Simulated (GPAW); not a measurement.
# GaP (F-43m) in GPAW: further runs, part 2 of 2

GPAW 26.7.0. The steps go on from the part before.

## (3) Band structure, BEEF-vdW, spin-orbit coupling, no magnetisation

Input file run.py:

```python
import numpy as np
from ase.dft.bandgap import bandgap
from ase.io import write
from ase.spacegroup import crystal
from gpaw import GPAW, PW
from gpaw.spinorbit import soc_eigenstates

# Ga 4a
# P 4c
atoms = crystal(['Ga', 'P'],
                basis=[[0.0, 0.0, 0.0],
                       [0.25, 0.25, 0.25]],
                spacegroup=216, setting=1,  # F-43m
                cellpar=[5.4505, 5.4505, 5.4505, 90.0, 90.0, 90.0],
                primitive_cell=True)

calc = GPAW(mode=PW(600),
            xc={'name': 'BEEF-vdW', 'backend': 'libvdwxc'},
            kpts={'size': (8, 8, 8), 'gamma': True},
            occupations={'name': 'fermi-dirac', 'width': 0.05},
            nbands=11,
            convergence={'density': 1e-05, 'energy': 1e-05},
            maxiter=150,
            txt='gpaw.txt')
atoms.calc = calc
energy = atoms.get_potential_energy()
forces = atoms.get_forces()
calc.write('gs.gpw')
write('result.traj', atoms)
print(f'Energy: {energy:.6f} eV')
print('Forces (eV/A):')
print(forces.round(4))
print('Fermi level:', round(calc.get_fermi_level(), 4), 'eV')
print(f'Gap: {bandgap(calc)[0]:.4f} eV, direct: {bandgap(calc, direct=True)[0]:.4f} eV')

path = atoms.cell.bandpath('GXWKGLUWLK,UX', npoints=60, eps=1e-4)
bs_calc = calc.fixed_density(kpts=path, symmetry='off', nbands=21,
                             convergence={'bands': 'CBM+6.0', 'eigenstates': 1e-6}, txt='bands.txt')
bs = bs_calc.band_structure()
bs.write('bs.json')
print(f'Gap on the path: {bandgap(bs_calc)[0]:.4f} eV')

soc = soc_eigenstates(bs_calc, theta=54.7, phi=45)
np.savetxt('soc_bands.dat', soc.eigenvalues(), fmt='%.4f')
mesh = soc_eigenstates('gs.gpw', theta=54.7, phi=45)
np.savetxt('soc_mesh.dat', mesh.eigenvalues(), fmt='%.4f')
print('Fermi level with spin-orbit coupling:', round(mesh.fermi_level, 4), 'eV')
```

Potentials or basis: GPAW PAW data sets (gpaw-data 1.2.1), pw.

On the command line:

```
$ OMP_NUM_THREADS=1 python run.py
```

It took 20 s on 1 thread of AMD EPYC 7B13 (Zen 3), shared host; peak memory 0.25 GiB.

The run converged. Its results:

```yaml
Free_energy: -117.1748 eV
Band_gap_on_the_k_mesh: 1.80 eV, indirect (least direct gap 1.96 eV)
Band_gap_along_the_path: 1.75 eV, indirect (least direct gap 1.96 eV)
```

Levels at the corners of the path, in eV from the valence-band top:
```csv
point,band 5,band 6,band 7,band 8,band 9,band 10,band 11,band 12
Γ,0.00,0.00,0.00,0.00,1.96,1.96,3.91,3.91
X,-2.64,-2.64,-2.61,-2.61,1.82,1.82,1.96,1.96
W,-3.53,-3.51,-3.35,-3.30,4.81,4.82,4.92,4.95
K,-3.86,-3.84,-2.21,-2.21,2.34,2.34,4.91,4.91
Γ,0.00,0.00,0.00,0.00,1.96,1.96,3.91,3.91
L,-1.15,-1.15,-1.07,-1.07,1.81,1.81,4.81,4.81
U,-3.86,-3.84,-2.21,-2.21,2.34,2.34,4.91,4.91
W,-3.53,-3.51,-3.35,-3.30,4.81,4.82,4.92,4.95
L,-1.15,-1.15,-1.07,-1.07,1.81,1.81,4.81,4.81
K,-3.86,-3.84,-2.21,-2.21,2.34,2.34,4.91,4.91
U,-3.86,-3.84,-2.21,-2.21,2.34,2.34,4.91,4.91
X,-2.64,-2.64,-2.61,-2.61,1.82,1.82,1.96,1.96
```

Caveat: spin-orbit coupling was added after a scalar SCF, so levels and gaps hold it while energy, forces, pressure and moments don't; this program's spin-orbit splittings come out too wide for heavy elements; the PAW data sets were made with another functional, which shifts forces and pressure a little.

## (4) Band structure, OLYP, spin-orbit coupling, no magnetisation

Edit run.py of step 3 so:

```diff
@@ -4,4 +4,7 @@
 from ase.spacegroup import crystal
-from gpaw import GPAW, PW
+from ase.units import GPa
+from gpaw import GPAW, PW, setup_paths
 from gpaw.spinorbit import soc_eigenstates
+
+setup_paths.insert(0, '.')
 
@@ -17,3 +20,3 @@
 calc = GPAW(mode=PW(600),
-            xc={'name': 'BEEF-vdW', 'backend': 'libvdwxc'},
+            xc='GGA_X_OPTX+GGA_C_LYP',
             kpts={'size': (8, 8, 8), 'gamma': True},
@@ -22,2 +25,3 @@
             convergence={'density': 1e-05, 'energy': 1e-05},
+            eigensolver='davidson',
             maxiter=150,
@@ -27,2 +31,3 @@
 forces = atoms.get_forces()
+stress = atoms.get_stress()
 calc.write('gs.gpw')
@@ -32,2 +37,3 @@
 print(forces.round(4))
+print('Stress (GPa):', (stress / GPa).round(3))
 print('Fermi level:', round(calc.get_fermi_level(), 4), 'eV')
@@ -42,5 +48,5 @@
 
-soc = soc_eigenstates(bs_calc, theta=54.7, phi=45)
+soc = soc_eigenstates(bs_calc, theta=0, phi=0)
 np.savetxt('soc_bands.dat', soc.eigenvalues(), fmt='%.4f')
-mesh = soc_eigenstates('gs.gpw', theta=54.7, phi=45)
+mesh = soc_eigenstates('gs.gpw', theta=0, phi=0)
 np.savetxt('soc_mesh.dat', mesh.eigenvalues(), fmt='%.4f')
```

Potentials or basis: PAW data sets generated in the run's folder for this functional, pw.

On the command line:

```
$ gpaw-setup -f GGA_X_OPTX+GGA_C_LYP Ga P
$ OMP_NUM_THREADS=1 python run.py
```

Wall time 20 s (1 thread of AMD EPYC 7B13 (Zen 3), shared host); peak memory 0.23 GiB.

It converged, with:

* Free energy: -7.8765 eV
* Pressure: 5.7 GPa
* Band gap on the k mesh: 1.93 eV, indirect (least direct gap 2.15 eV)
* Band gap along the path: 1.90 eV, indirect (least direct gap 2.15 eV)

Levels at the corners of the path, in eV from the valence-band top:
```tsv
point	band 5	band 6	band 7	band 8	band 9	band 10	band 11	band 12
Γ	0.00	0.00	0.00	0.00	2.15	2.15	3.90	3.90
X	-2.66	-2.66	-2.63	-2.63	1.99	1.99	2.08	2.08
W	-3.52	-3.50	-3.33	-3.28	4.96	4.98	4.99	5.00
K	-3.84	-3.82	-2.23	-2.23	2.47	2.48	5.02	5.02
Γ	0.00	0.00	0.00	0.00	2.15	2.15	3.90	3.90
L	-1.16	-1.16	-1.09	-1.09	1.94	1.94	4.82	4.82
U	-3.84	-3.82	-2.23	-2.23	2.47	2.48	5.02	5.02
W	-3.52	-3.50	-3.33	-3.28	4.96	4.98	4.99	5.00
L	-1.16	-1.16	-1.09	-1.09	1.94	1.94	4.82	4.82
K	-3.84	-3.82	-2.23	-2.23	2.47	2.48	5.02	5.02
U	-3.84	-3.82	-2.23	-2.23	2.47	2.48	5.02	5.02
X	-2.66	-2.66	-2.63	-2.63	1.99	1.99	2.08	2.08
```

Caveat: the data sets keep Ga 3d, Li 1s and Be 1s frozen, and some such compounds lay over 1.5 % in volume off other programs; spin-orbit coupling was added after a scalar SCF, so levels and gaps hold it while energy, forces, pressure and moments don't; this program's spin-orbit splittings come out too wide for heavy elements.

## (5) Equation of state, revPBE+D3

Input file run.py:

```python
from ase.calculators.mixing import SumCalculator
from ase.eos import EquationOfState
from ase.io import Trajectory, read
from ase.units import GPa
from dftd3.ase import DFTD3
from gpaw import GPAW, PW

atoms = read('GaP.xyz')

traj = Trajectory('eos.traj', 'w')
volumes, energies = [], []
for x in [0.94, 0.96, 0.98, 1.0, 1.02, 1.04, 1.06]:
    a = atoms.copy()
    a.set_cell(atoms.cell * x**(1 / 3), scale_atoms=True)
    calc = GPAW(mode=PW(600),
                xc='revPBE',
                kpts={'size': (8, 8, 8), 'gamma': True},
                occupations={'name': 'fermi-dirac', 'width': 0.05},
                nbands=11,
                convergence={'density': 1e-05, 'energy': 1e-05},
                maxiter=150,
                txt=f'eos-{x:.2f}.txt')
    a.calc = SumCalculator([calc, DFTD3(method='revpbe', damping='d3zero')])
    energies.append(a.get_potential_energy())
    volumes.append(a.get_volume())
    p = -a.get_stress()[:3].mean() / GPa
    calc.write(f'eos-{x:.2f}.gpw')
    traj.write(a)
    print(f'{x:.2f} {volumes[-1]:10.4f} A^3 {energies[-1]:14.6f} eV {p:9.3f} GPa', flush=True)

v0, e0, B = EquationOfState(volumes, energies, eos='birchmurnaghan').fit()
print(f'V0 = {v0:.4f} A^3, E0 = {e0:.6f} eV, B0 = {B / GPa:.2f} GPa')
```

Input file GaP.xyz:

```xyz
2
Lattice="0.0000000000 2.7252500000 2.7252500000 2.7252500000 0.0000000000 2.7252500000 2.7252500000 2.7252500000 0.0000000000" Properties=species:S:1:pos:R:3 pbc="T T T"
Ga     0.0000000000      0.0000000000      0.0000000000
P      4.0878750000      4.0878750000      4.0878750000
```

Potentials or basis: the program's PAW data sets (release 1.2.1) made for this functional, pw.

On the command line:

```
$ OMP_NUM_THREADS=1 python run.py
```

Run time: 46 s. Hardware: 1 thread of AMD EPYC 7B13 (Zen 3), shared host; peak memory 0.2 GiB.

It converged, with:

* Equilibrium volume: 20.91 Å³/atom
* Bulk modulus: 84 GPa
* Pressure derivative of the bulk modulus: 4.6

Energy against volume, from the lowest point:
| volume (Å³/atom) | energy (meV/atom) |
| --- | --- |
| 19.026 | 52.27 |
| 19.431 | 30.87 |
| 19.836 | 15.53 |
| 20.240 | 5.63 |
| 20.645 | 0.62 |
| 21.050 | 0.00 |
| 21.455 | 3.31 |

Caveat: the data sets keep Ga 3d, Li 1s and Be 1s frozen, and some such compounds lay over 1.5 % in volume off other programs.

## (6) Overview

| task | level | potentials or basis | spin | eigensolver | band path | band points | spin axis theta (degrees) | spin axis phi (degrees) | gap on the mesh (eV) | V0 of scaled cells (Å³/atom) | B0 (GPa) |
| --- | --- | --- | --- | --- | --- | --- | --- | --- | --- | --- | --- |
| equation of state | BLYP+D3(BJ) | PAW data sets generated in the run's folder for this functional, pw | off | davidson | - | - | - | - | - | 20.65 | 83 |
| band structure | BEEF-vdW | GPAW PAW data sets (gpaw-data 1.2.1), pw | SOC, no magnetisation | - | GXWKGLUWLK,UX | 60 | 54.7 | 45 | 1.80 | - | - |
| band structure | OLYP | PAW data sets generated in the run's folder for this functional, pw | SOC, no magnetisation | davidson | GXWKGLUWLK,UX | 60 | 0 | 0 | 1.93 | - | - |
| equation of state | revPBE+D3 | the program's PAW data sets (release 1.2.1) made for this functional, pw | off | - | - | - | - | - | - | 20.91 | 84 |

Alike in all rows: cell as given; k mesh 8 × 8 × 8; cutoff (eV) 600; smearing fermi-dirac 0.05 eV.

Caveats: the data sets keep Ga 3d, Li 1s and Be 1s frozen, and some such compounds lay over 1.5 % in volume off other programs (some runs); spin-orbit coupling was added after a scalar SCF, so levels and gaps hold it while energy, forces, pressure and moments don't (some runs); this program's spin-orbit splittings come out too wide for heavy elements (some runs); the PAW data sets were made with another functional, which shifts forces and pressure a little (some runs).

Absolute energies hang on the potentials; compare differences alone.

## (7) Against experiment

Step 2. Measured bulk modulus of GaP: 87.5 GPa (“Phosphorous dimerization in GaP at high pressure”, 2017, arxiv:1709.06667). This calculation gives 83 GPa (-4.8 %). The fit is for a static lattice scaled at fixed shape and fixed fractional positions.

Step 3. A measured gap of GaP is 2.34 eV (indirect; 10 K; quoted in “Stacking defects in GaP nanowires: Electronic structure and optical properties”, 2018, arxiv:1810.01194); the calculated 1.75 eV misses it by -0.59 eV. The value is that of BEEF-vdW, without temperature or zero-point motion.

Step 4. A measured gap of GaP is 2.34 eV (indirect; 10 K; quoted in “Stacking defects in GaP nanowires: Electronic structure and optical properties”, 2018, arxiv:1810.01194); the calculated 1.90 eV misses it by -0.44 eV. The value is that of OLYP, without temperature or zero-point motion.

Step 5. Measured bulk modulus of GaP: 87.5 GPa (“Phosphorous dimerization in GaP at high pressure”, 2017, arxiv:1709.06667). This calculation gives 84 GPa (-4.5 %). The fit is for a static lattice scaled at fixed shape and fixed fractional positions.
